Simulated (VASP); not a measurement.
# GaSb (F-43m) in VASP: a series of runs, part 2 of 2

VASP 6.6.1. Earlier steps stand in the parts before.

## 3. Relaxation of cell and atoms, PBE

This run uses another cell than the first one, of 30.03 Å³/atom, 1.049 times its volume.

The input, INCAR:

```
SYSTEM = GaSb
  ALGO = Fast
  EDIFF = 1E-7
  EDIFFG = -0.002
  ENCUT = 520
  GGA = PE
  IBRION = 2
  ISIF = 3
  ISMEAR = 0
  LASPH = .TRUE.
  LCHARG = .FALSE.
  LREAL = .FALSE.
  LWAVE = .FALSE.
  NELM = 80
  NSW = 80
  PREC = Accurate
  SIGMA = 0.02
```

The input, KPOINTS:

```
k-points
0
G
  12 12 12
  0 0 0
```

The input, POSCAR:

```
GaSb                                    
1.0
   -0.0000000000      3.1081679268      3.1081679268
    3.1081679268      0.0000000000      3.1081679268
    3.1081679268      3.1081679268     -0.0000000000
  Ga              Sb            
     1     1
Direct
     0.0000000000000000    0.0000000000000000    0.0000000000000000
     0.2500000000000000    0.2500000000000000    0.2500000000000000
```

Potentials or basis: VASP PAW PBE potentials, release 64 (Ga_d, Sb).

Launch:

```sh
$ cat potpaw_PBE.64/Ga_d/POTCAR potpaw_PBE.64/Sb/POTCAR > POTCAR
$ mpirun -np 1 vasp_std > vasp.out
```

OUTCAR:

```text
SYSTEM = GaSb
   EDIFF = 1E-7
   EDIFFG = -0.002
   ENCUT = 520
   GGA = PE
   IBRION = 2
   ISIF = 3
   ISMEAR = 0
   LASPH = .TRUE.
   LREAL = .FALSE.
   NELM = 80
   NSW = 80
   PREC = Accurate

 ion  position               nearest neighbor table
   1  0.000  0.000  0.000-   2 2.69   2 2.69   2 2.69   2 2.69
   2  0.250  0.250  0.250-   1 2.69   1 2.69   1 2.69   1 2.69

  LATTYP: Found a face centered cubic cell.
 ALAT       =     6.2163358536

  Lattice vectors:

 A1 = (   0.0000000000,   3.1081679268,   3.1081679268)
 A2 = (   3.1081679268,   0.0000000000,   3.1081679268)
 A3 = (   3.1081679268,   3.1081679268,   0.0000000000)

Analysis of symmetry for initial positions (statically):
=====================================================================
 Subroutine PRICEL returns:
 Original cell was already a primitive cell.

 Routine SETGRP: Setting up the symmetry group for a
 face centered cubic supercell.

 Subroutine GETGRP returns: Found 24 space group operations
 (whereof 24 operations were pure point group operations)
 out of a pool of 48 trial point group operations.

The static configuration has the point symmetry T_d .

Analysis of symmetry for dynamics (positions and initial velocities):
=====================================================================
 Subroutine PRICEL returns:
 Original cell was already a primitive cell.

 Routine SETGRP: Setting up the symmetry group for a
 face centered cubic supercell.

 Subroutine GETGRP returns: Found 24 space group operations
 (whereof 24 operations were pure point group operations)
 out of a pool of 48 trial point group operations.

The dynamic configuration has the point symmetry T_d .

 Subroutine INISYM returns: Found 24 space group operations
 (whereof 24 operations are pure point group operations),
 and found     1 'primitive' translations

----------------------------------------------------------------------------------------

                                     Primitive cell

  volume of cell :      60.0542

  direct lattice vectors                    reciprocal lattice vectors
     0.000000000  3.108167927  3.108167927    -0.160866469  0.160866469  0.160866469
     3.108167927  0.000000000  3.108167927     0.160866469 -0.160866469  0.160866469
     3.108167927  3.108167927  0.000000000     0.160866469  0.160866469 -0.160866469

  length of vectors
     4.395613236  4.395613236  4.395613236     0.278628898  0.278628898  0.278628898

  position of ions in fractional coordinates (direct lattice)
     0.000000000  0.000000000  0.000000000
     0.250000000  0.250000000  0.250000000

  ion indices of the primitive-cell ions
   primitive index   ion index
                 1           1
                 2           2

----------------------------------------------------------------------------------------

 KPOINTS: k-points

Automatic generation of k-mesh.
 Grid dimensions read from file:
 generate k-points for:   12   12   12

 Generating k-lattice:

  Cartesian coordinates                     Fractional coordinates (reciprocal lattice)
    -0.013405539  0.013405539  0.013405539     0.083333333  0.000000000  0.000000000
[... 43 lines left out ...]
   total plane-waves  NPLWV =  46656
   dimension x,y,z NGX =    36 NGY =   36 NGZ =   36
   dimension x,y,z NGXF=    72 NGYF=   72 NGZF=   72
   ions per type =               1   1
   NGX,Y,Z   is equivalent  to a cutoff of  13.62, 13.62, 13.62 a.u.
   NGXF,Y,Z  is equivalent  to a cutoff of  27.23, 27.23, 27.23 a.u.
 SYSTEM =  GaSb
   PREC   = accura    normal or accurate (medium, high low for compatibility)
   ISTART =      0    job   : 0-new  1-cont  2-samecut
   ICHARG =      2    charge: 1-file 2-atom 10-const
   ISPIN  =      1    spin polarized calculation?
   LNONCOLLINEAR =      F non collinear calculations
   LSORBIT =      F    spin-orbit coupling
   LASPH  =      T    aspherical Exc in radial PAW
   ENCUT  =  520.0 eV  38.22 Ry    6.18 a.u.   8.17  8.17  8.17*2*pi/ulx,y,z
   NELM   =     80;   NELMIN=  2; NELMDL= -5     # of ELM steps
   EDIFF  = 0.1E-06   stopping-criterion for ELM
   LREAL  =      F    real-space projection
   EDIFFG = -.2E-02   stopping-criterion for IOM
   NSW    =     80    number of steps for IOM
   IBRION =      2    ionic relax: 0-MD 1-quasi-New 2-CG
   NFREE  =      1    steps in history (QN), initial steepest desc. (CG)
   ISIF   =      3    stress and relaxation
   ISYM   =      2    0-nonsym 1-usesym 2-fastsym
   POTIM  = 0.5000    time-step for ionic-motion
   TEBEG  =    0.0;   TEEND  =   0.0 temperature during run
   PSTRESS=    0.0 pullay stress
   NELECT =      18.0000    total number of electrons
   NUPDOWN=      -1.0000    fix difference up-down
   EMIN   =  10.00;   EMAX   =-10.00  energy-range for DOS
   EFERMI =   0.00;   METHOD = LEGACY
   ISMEAR =     0;   SIGMA  =   0.02  broadening in eV -4-tet -1-fermi 0-gaus
   EFERMI_NEDOS =   21; number of points for ismear=-14 and -15
   IALGO  =     68    algorithm
   IMIX   =      4    mixing-type and parameters
     AMIX     =   0.40;   BMIX     =  1.00
     AMIX_MAG =   1.60;   BMIX_MAG =  1.00
  volume/ion in A,a.u.               =      30.03       202.63
  Fermi-wavevector in a.u.,A,eV,Ry     =   1.095598  2.070380 16.331546  1.200335
  Thomas-Fermi vector in A             =   2.231924
   LORBIT       =      0    0 simple, 1 ext, 2 COOP (PROOUT), +10 PAW based schemes
   GGA     = PE    functional components
   LHFCALC =     F    Hartree Fock is set to
   AEXX    =    0.0000 exact exchange contribution
   IVDW    =     0    specifies the selected vdW correction
   LEPSILON=     F    determine dielectric tensor
   LRPA    =     F    only Hartree local field effects (RPA)
 conjugate gradient relaxation of ions
 non-spin polarized calculation
 RMM-DIIS sequential band-by-band and
 Gauss-broadening in eV      SIGMA  =   0.02
  energy-cutoff  :      520.00
  volume of cell :       60.05
 maximum number of plane-waves:      1639
 NGX is ok and might be reduce to    36
   NGX = 17   NGY = 17   NGZ = 17

 number of electron      17.9999991 magnetization

 Free energy of the ion-electron system (eV)
  ---------------------------------------------------
  ext. energy  EPLUGINS =         0.00000000
  ---------------------------------------------------
  free energy    TOTEN  =        -7.37300933 eV

  energy without entropy =       -7.37299148  energy(sigma->0) =       -7.37300040

 E-fermi :   4.3986     XC(G=0):  -8.8821

 val. band max:        4.3925240643   @ k =   0.0000   0.0000   0.0000
 cond. band min:       4.7008822359   @ k =   0.5000   0.0000   0.0000
 fundamental gap:      0.3083581716
 Fermi energy:         4.3986150632

 k-point     1 :       0.0000    0.0000    0.0000
  band No.  band energies     occupation
      1     -10.5529      2.00000
      2     -10.5529      2.00000
      3     -10.5529      2.00000
      4     -10.5101      2.00000
      5     -10.5101      2.00000
      6      -6.7614      2.00000
      7       4.0953      2.00000
      8       4.3925      1.33337
      9       4.3925      1.33331
     10       4.3925      1.33331
     11       7.1810      0.00000
     12       7.1810      0.00000
     13       7.1810      0.00000
[... 354 lines left out ...]
  band No.  band energies     occupation
      1     -10.5779      2.00000
      2     -10.5419      2.00000
      3     -10.5412      2.00000
      4     -10.5113      2.00000
      5     -10.5101      2.00000
      6      -5.0775      2.00000
      7      -1.6940      2.00000
      8       1.8027      2.00000
      9       3.0214      2.00000
     10       6.0003      0.00000
     11       8.1396      0.00000
     12       8.9031      0.00000
     13      11.1487      0.00000

 [... further k-points ...]

------------------------ aborting loop because EDIFF is reached ----------------------------------------

  FORCE on cell =-STRESS in cart. coord.  units (eV):
  Direction    XX          YY          ZZ          XY          YZ          ZX
  --------------------------------------------------------------------------------------
  -------------------------------------------------------------------------------------
  Total       -0.0007188     -0.0007188     -0.0007188      0.0000000     -0.0000000      0.0000000
  in kB       -0.0191781     -0.0191781     -0.0191781      0.0000000     -0.0000000      0.0000000
  external PRESSURE =      -0.0191781 kB  Pullay stress =       0.0000000 kB

 VOLUME and BASIS-vectors are now :
 -----------------------------------------------------------------------------
  energy-cutoff  :      520.00
  volume of cell :       60.05
      direct lattice vectors                 reciprocal lattice vectors
     0.000000000  3.108167927  3.108167927    -0.160866469  0.160866469  0.160866469
     3.108167927  0.000000000  3.108167927     0.160866469 -0.160866469  0.160866469
     3.108167927  3.108167927  0.000000000     0.160866469  0.160866469 -0.160866469

 POSITION                                       TOTAL-FORCE (eV/Angst)
 -----------------------------------------------------------------------------------
      0.00000      0.00000      0.00000         0.000000      0.000000      0.000000
      1.55408      1.55408      1.55408        -0.000000     -0.000000     -0.000000
 -----------------------------------------------------------------------------------
    total drift:                                0.000001      0.000001      0.000001

  FREE ENERGIE OF THE ION-ELECTRON SYSTEM (eV)
  ---------------------------------------------------
  free  energy   TOTEN  =        -7.3730093304 eV

  energy  without entropy=       -7.3729914760  energy(sigma->0) =       -7.37300040

 reached required accuracy - stopping structural energy minimisation
```

OSZICAR:

```text
N       E                     dE             d eps       ncg     rms          rms(c)
DAV:   1     0.799637048537E+02    0.79964E+02   -0.89037E+03  1880   0.167E+03
DAV:   2    -0.150183914482E+01   -0.81466E+02   -0.79033E+02  2037   0.319E+02
DAV:   3    -0.731263291578E+01   -0.58108E+01   -0.57740E+01  2392   0.732E+01
DAV:   4    -0.741751905531E+01   -0.10489E+00   -0.10484E+00  2144   0.109E+01
DAV:   5    -0.742042323405E+01   -0.29042E-02   -0.29041E-02  2413   0.160E+00    0.300E+00
RMM:   6    -0.738193422642E+01    0.38489E-01   -0.61849E-02  2043   0.307E+00    0.180E+00
RMM:   7    -0.737146641147E+01    0.10468E-01   -0.46761E-02  1906   0.188E+00    0.276E-01
RMM:   8    -0.737242127984E+01   -0.95487E-03   -0.10966E-02  2158   0.107E+00    0.717E-02
RMM:   9    -0.737293040025E+01   -0.50912E-03   -0.18951E-03  2030   0.461E-01    0.244E-02
RMM:  10    -0.737296735144E+01   -0.36951E-04   -0.39610E-04  2303   0.218E-01    0.210E-02
RMM:  11    -0.737300630504E+01   -0.38954E-04   -0.12613E-04  2058   0.117E-01    0.473E-03
RMM:  12    -0.737300856663E+01   -0.22616E-05   -0.26497E-05  2523   0.536E-02    0.239E-03
RMM:  13    -0.737300919684E+01   -0.63021E-06   -0.37094E-06  2385   0.222E-02    0.652E-04
RMM:  14    -0.737300932148E+01   -0.12463E-06   -0.97563E-07  1958   0.113E-02    0.677E-04
RMM:  15    -0.737300933044E+01   -0.89676E-08   -0.17142E-07  1276   0.603E-03
   1 F= -.73730093E+01 E0= -.73730004E+01  d E =-.737301E+01
```

It took 37 s on 1 thread of Intel Xeon 6975P-C (Granite Rapids), shared host; peak memory 0.24 GiB.

What came out:

| Property | Result |
| --- | --- |
| Free energy | -7.3730 eV |
| Pressure after relaxing | 0.0 GPa |
| Band gap on the k mesh | none (metal or under the smearing width) |

Final structure:
```cif
data_structure
_symmetry_space_group_name_H-M 'P 1'
_symmetry_Int_Tables_number 1
_cell_length_a 4.3956
_cell_length_b 4.3956
_cell_length_c 4.3956
_cell_angle_alpha 60.000
_cell_angle_beta 60.000
_cell_angle_gamma 60.000
_cell_volume 60.05
loop_
_atom_site_label
_atom_site_type_symbol
_atom_site_fract_x
_atom_site_fract_y
_atom_site_fract_z
_atom_site_occupancy
Ga1 Ga 0.00000 0.00000 0.00000 1
Sb1 Sb 0.25000 0.25000 0.25000 1
```

Caveat: the relaxation stopped at its first step, so nothing moved; this crystal is a semiconductor, whose small gap the functional closes, so the metal is an error of the method. The run has no spin-orbit coupling, so splittings on Sb are missing.
